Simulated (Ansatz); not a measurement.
Zr: stiffness from a series of strains

```xyz
2
Lattice="3.2320 0.0000 0.0000 -1.6160 2.7990 0.0000 0.0000 0.0000 5.1470" Properties=species:S:1:pos:R:3 pbc="T T T"
Zr    0.0000    1.8660    1.2868
Zr    1.6160    0.9330    3.8603
```

Atom numbers follow the list: Zr1, Zr2.

The conventional cell has a = 3.232 Å, b = 3.232 Å, c = 5.147 Å, α = 90.00°, β = 90.00°, γ = 120.00°. Zr (atom 1) has 12 Zr at 3.18 to 3.23 Å as nearest neighbours.

The cell is COD entry 9008523, as deposited and not checked against the literature; nothing was relaxed.

These are results of DFT, PBE, all-electron LAPW, scalar-relativistic (Ansatz 0.2.0), not measurements.

Sampling and basis: a Γ-centred 13×13×7 k mesh, Fermi–Dirac smearing of 0.08 eV, basis error target 1 meV/atom, no spin polarisation.

The strain is applied along the Cartesian axes of the cell as listed (the other components stay zero). Fractional coordinates are held (clamped ions).

σ is the change of stress from the unstrained cell, which is at 0.51 GPa; tension is positive, so slopes are stress–strain coefficients at that pressure. In a metal the k mesh adds noise.

Only quantities that a quadratic follows smoothly over the whole series are listed; rougher ones are left out.

| εzz | σzz (GPa) | σxx (GPa) |
| --- | --- | --- |
| -0.0300 | -5.39 | -2.17 |
| -0.0200 | -3.50 | -1.41 |
| 0.0000 | 0.00 | 0.00 |
| 0.0100 | 1.62 | 0.66 |
| 0.0200 | 3.15 | 1.29 |
| 0.0300 | 4.60 | 1.89 |

Question: Fit the series and read off the stiffness at zero strain.

Answer: Least-squares fits y = p0 + p1 x + p2 x² to the rows give σzz (GPa): p1 = 166, p2 = -440; σxx (GPa): p1 = 67.6, p2 = -160. So C33 = 166 GPa and C13 = 68 GPa, for these axes.

Question: One run, at εzz = -0.0100, is withheld. Predict its row.

Answer: The fits give -1.71, -0.69; the run gave -1.71, -0.69.
